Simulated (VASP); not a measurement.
**A VASP 6.6.1 single-point calculation on SrCl2**

INCAR

```
LWAVE = .FALSE.
IBRION = -1
LASPH = .TRUE.
PREC = Accurate
ISMEAR = -4
LREAL = .FALSE.
NELM = 120
ISIF = 2
ENCUT = 520
LCHARG = .FALSE.
NSW = 0
EDIFF = 1E-7
SIGMA = 0.3
GGA = PE
NBANDS = 19
```

KPOINTS

```
KPOINTS created by Atomic Simulation Environment
0
Gamma
6 6 6
0 0 0
```

POSCAR

```
Sr Cl
 1.0000000000000000
     0.0000000000000000    3.4452523140000002    3.5239509709000001
     3.4452523140000002    0.0000000000000000    3.5239509709000001
     3.4452523140000002    3.4452523140000002    0.0000000000000000
 Sr  Cl
   1   2
Cartesian
  0.0000000000000000  0.0000000000000000  0.0000000000000000
  1.7226261570000001  1.7226261570000001  1.7619754854500000
  5.1678784709999999  5.1678784709999999  5.2859264563500012
```

The recommended PBE PAW datasets give the neutral cell 24 valence electrons.

Command

```
mpirun -np 1 vasp_std
```

OSZICAR

```
N       E                     dE             d eps       ncg     rms          rms(c)
DAV:   1     0.139338150936E+03    0.13934E+03   -0.11561E+04  1140   0.114E+03
DAV:   2    -0.411605052464E+01   -0.14345E+03   -0.14050E+03  1513   0.220E+02
DAV:   3    -0.127773113432E+02   -0.86613E+01   -0.86293E+01  1497   0.544E+01
DAV:   4    -0.130358750470E+02   -0.25856E+00   -0.25824E+00  1904   0.819E+00
DAV:   5    -0.130393340349E+02   -0.34590E-02   -0.34582E-02  1578   0.809E-01    0.134E+01
DAV:   6    -0.127493151602E+02    0.29002E+00   -0.58142E-01  1340   0.428E+00    0.857E+00
DAV:   7    -0.127592352853E+02   -0.99201E-02   -0.36781E-01  1568   0.365E+00    0.208E+00
DAV:   8    -0.127642375321E+02   -0.50022E-02   -0.54910E-02  1285   0.129E+00    0.405E-01
DAV:   9    -0.127653003582E+02   -0.10628E-02   -0.19922E-03  1454   0.269E-01    0.145E-01
DAV:  10    -0.127666065095E+02   -0.13062E-02   -0.89264E-04  1234   0.175E-01    0.355E-02
DAV:  11    -0.127667215025E+02   -0.11499E-03   -0.79639E-05  1458   0.502E-02    0.412E-02
DAV:  12    -0.127667428959E+02   -0.21393E-04   -0.25028E-05  1238   0.254E-02    0.737E-03
DAV:  13    -0.127667435507E+02   -0.65479E-06   -0.97659E-07  1543   0.583E-03    0.448E-03
DAV:  14    -0.127667435632E+02   -0.12490E-07   -0.37611E-07  1196   0.382E-03
   1 F= -.12766744E+02 E0= -.12766744E+02  d E =0.000000E+00
```

Standard output (part)

```
POSCAR found type information on POSCAR SrCl
 POSCAR found :  2 types and       3 ions
 LDA part: xc-table for (Slater+PW92), standard interpolation
 POSCAR, INCAR and KPOINTS ok, starting setup
 WAVECAR not read
 entering main loop
```

From OUTCAR

```
k-points           NKPTS =     30   k-points in BZ     NKDIM =     30   number of bands    NBANDS=     19

   NELECT =      24.0000    total number of electrons

   dimension x,y,z NGX =    40 NGY =   40 NGZ =   36
   dimension x,y,z NGXF=    80 NGYF=   80 NGZF=   72

  energy-cutoff  :      520.00
  volume of cell :       83.66
      direct lattice vectors                 reciprocal lattice vectors
     0.000000000  3.445252314  3.523950971    -0.145127252  0.145127252  0.141886197
     3.445252314  0.000000000  3.523950971     0.145127252 -0.145127252  0.141886197
     3.445252314  3.445252314  0.000000000     0.145127252  0.145127252 -0.141886197

 k-points in reciprocal lattice and weights: KPOINTS created by Atomic Simulation Env
   0.00000000  0.00000000  0.00000000       0.005
   0.16666667 -0.00000000  0.00000000       0.037
   0.33333333 -0.00000000  0.00000000       0.037
   0.50000000  0.00000000  0.00000000       0.019
   0.16666667  0.16666667  0.00000000       0.009
   0.33333333  0.16666667  0.00000000       0.037
   0.50000000  0.16666667  0.00000000       0.037
  -0.33333333  0.16666667  0.00000000       0.037
   ...

 E-fermi :   0.3034

 k-point     1 :       0.0000    0.0000    0.0000
  band No.  band energies     occupation
      1     -32.5901      2.00000
      2     -14.5902      2.00000
      3     -14.5902      2.00000
      4     -14.5842      2.00000
      5     -13.1005      2.00000
      6     -12.2175      2.00000
      7      -1.9472      2.00000
      8      -1.9472      2.00000
      9      -1.8808      2.00000
     10      -0.2056      2.00000
     11      -0.0322      2.00000
     12      -0.0322      2.00000
     13       5.6260      0.00000
     14       6.2863      0.00000
     15       6.4183      0.00000
     16       9.2453      0.00000
     17       9.3440      0.00000
     18       9.3440      0.00000
     19       9.6442      0.00000

 k-point     2 :       0.1667   -0.0000    0.0000
  band No.  band energies     occupation
      1     -32.5892      2.00000
      2     -14.6861      2.00000
      3     -14.5936      2.00000
      4     -14.5901      2.00000
      5     -12.9383      2.00000
      6     -12.2764      2.00000
      7      -1.8387      2.00000
      8      -1.8133      2.00000
      9      -1.7236      2.00000
     10      -0.4406      2.00000
     11      -0.2591      2.00000
     12      -0.1931      2.00000
     13       6.2002      0.00000
     14       6.5367      0.00000
     15       6.6181      0.00000
     16       8.3033      0.00000
     17       9.0428      0.00000
     18       9.0458      0.00000
     19      10.1257      0.00000

 k-point     3 :       0.3333   -0.0000    0.0000
  band No.  band energies     occupation
      1     -32.5875      2.00000
      2     -14.8370      2.00000
      3     -14.6005      2.00000
      4     -14.5981      2.00000
      5     -12.7159      2.00000
      6     -12.3266      2.00000
      7      -1.5623      2.00000
      8      -1.5594      2.00000
      9      -1.3666      2.00000
     10      -0.9429      2.00000
     11      -0.6038      2.00000
     12      -0.5511      2.00000
     13       6.8482      0.00000
     14       6.8970      0.00000
     15       7.1433      0.00000
     16       8.3329      0.00000
     17       8.8897      0.00000
     18       8.8938      0.00000
     19       9.4287      0.00000

 ...

  Total        1.0749624      1.0749624      0.4591965      0.0000000      0.0000000      0.0000000
  in kB       20.5874210     20.5874210      8.7944210      0.0000000      0.0000000      0.0000000
  external PRESSURE =      16.6564210 kB  Pullay stress =       0.0000000 kB

 POSITION                                       TOTAL-FORCE (eV/Angst)
 -----------------------------------------------------------------------------------
      0.00000      0.00000      0.00000         0.000000     -0.000000     -0.000000
      1.72263      1.72263      1.76198        -0.000000     -0.000000      0.000000
      5.16788      5.16788      5.28593         0.000000      0.000000     -0.000000
 -----------------------------------------------------------------------------------
    total drift:                               -0.000000     -0.000000      0.000000

  FREE ENERGIE OF THE ION-ELECTRON SYSTEM (eV)
  ---------------------------------------------------
  free  energy   TOTEN  =       -12.7667435632 eV

  energy  without entropy=      -12.7667435632  energy(sigma->0) =      -12.76674356
```

It converged. Results: gap between bands v and c on the k mesh 5.33 eV; least direct gap on the k mesh 5.45 eV; pressure 1.7 GPa. Band v is the last that the valence electrons fill when counted band by band, and c is the next.

For comparison, a separate PBE run of the intended cell, on usual settings and not on those above, gives a gap of 5.33 eV on its mesh and a pressure of 1.7 GPa.

The run above took about 52 s on one core of a shared host (Intel Xeon Platinum 8488C) and held 0.24 GiB at most.
